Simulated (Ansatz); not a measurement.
# Every step of a relaxation of InSb (zincblende type)

DFT, PBE, PAW with Ansatz's default frozen-core files, scalar-relativistic (Ansatz 0.2.0); a Γ-centred 12×12×12 k mesh, Fermi–Dirac smearing of 0.05 eV, no spin polarisation. The run relaxes cell and atoms at a target pressure of 41 GPa.

Command: `ansatz run input.yaml --threads 1 --pin off --max-ram 3584MiB --backend cpu --events-out ev --progress --plain --runs-dir out` It took 30 s on 1 thread of Intel(R) Xeon(R) 6975P-C (Granite Rapids), on a shared host, peak memory 0.46 GiB.

```yaml
crystal:
  lattice:
    - [0.0, 2.813013599, 2.813013599]
    - [2.813013599, 0.0, 2.813013599]
    - [2.813013599, 2.813013599, 0.0]
  atoms:
    - { symbol: In, position: [0.0, 0.0, 0.0] }
    - { symbol: Sb, position: [0.25, 0.25, 0.25] }
kpoints:
  mp_grid: { grid: [12, 12, 12] }
scf:
  occupations: { method: fermi_dirac, width: 0.05 }
hamiltonian:
  xc: pbe
  pseudopotentials: { kind: paw }
output:
  forces: true
  stress: true
  eigenvalues: true
relax:
  f_tol: 0.005
  max_steps: 40
  cell: { p_target: 41.0, stress_tol: 0.03 }
```

Each step lists its enthalpy F + pV a cell above the last geometry, the pressure, the cell vectors (Å), and Cartesian positions (Å) with forces (eV/Å).

The first step:

```
step 1  dH = 197.05 meV  P = 59.1 GPa
  cell 0.0000 2.8130 2.8130  2.8130 0.0000 2.8130  2.8130 2.8130 0.0000
  In 0.0000 0.0000 0.0000   0.0000 0.0000 0.0000
  Sb 1.4065 1.4065 1.4065   0.0000 0.0000 0.0000
```

Spin–orbit coupling is left out, which matters for the heavy atoms.

Question: Where does the relaxation end, and by which steps?

Answer: After 5 geometries, with conventional a, b, c = 5.779, 5.779, 5.779 Å, at 24.129 Å³/atom (+8.40 % against the start) in space group F-43m, with a shortest distance of 2.503 Å. The further steps:
```
step 2  dH = 111.03 meV  P = 30.1 GPa
  cell 0.0000 2.9501 2.9501  2.9501 0.0000 2.9501  2.9501 2.9501 0.0000
  In 0.0000 0.0000 0.0000   0.0000 0.0000 0.0000
  Sb 1.4751 1.4751 1.4751   0.0000 0.0000 0.0000
step 3  dH = 1.20 meV  P = 39.8 GPa
  cell 0.0000 2.8955 2.8955  2.8955 0.0000 2.8955  2.8955 2.8955 0.0000
  In 0.0000 0.0000 0.0000   0.0000 0.0000 0.0000
  Sb 1.4478 1.4478 1.4478   0.0000 0.0000 0.0000
step 4  dH = 0.00 meV  P = 41.1 GPa
  cell 0.0000 2.8892 2.8892  2.8892 0.0000 2.8892  2.8892 2.8892 0.0000
  In 0.0000 0.0000 0.0000   0.0000 0.0000 0.0000
  Sb 1.4446 1.4446 1.4446   0.0000 0.0000 0.0000
step 5  dH = 0.00 meV  P = 41.0 GPa
  cell 0.0000 2.8897 2.8897  2.8897 0.0000 2.8897  2.8897 2.8897 0.0000
  In 0.0000 0.0000 0.0000   0.0000 0.0000 0.0000
  Sb 1.4448 1.4448 1.4448   0.0000 0.0000 0.0000
step 6  dH = -1.33 meV  P = 41.0 GPa  (same geometry on a basis chosen anew; earlier energies don't compare to the last digit)
  cell 0.0000 2.8897 2.8897  2.8897 0.0000 2.8897  2.8897 2.8897 0.0000
  In 0.0000 0.0000 0.0000   0.0000 0.0000 0.0000
  Sb 1.4448 1.4448 1.4448   0.0000 0.0000 0.0000
```
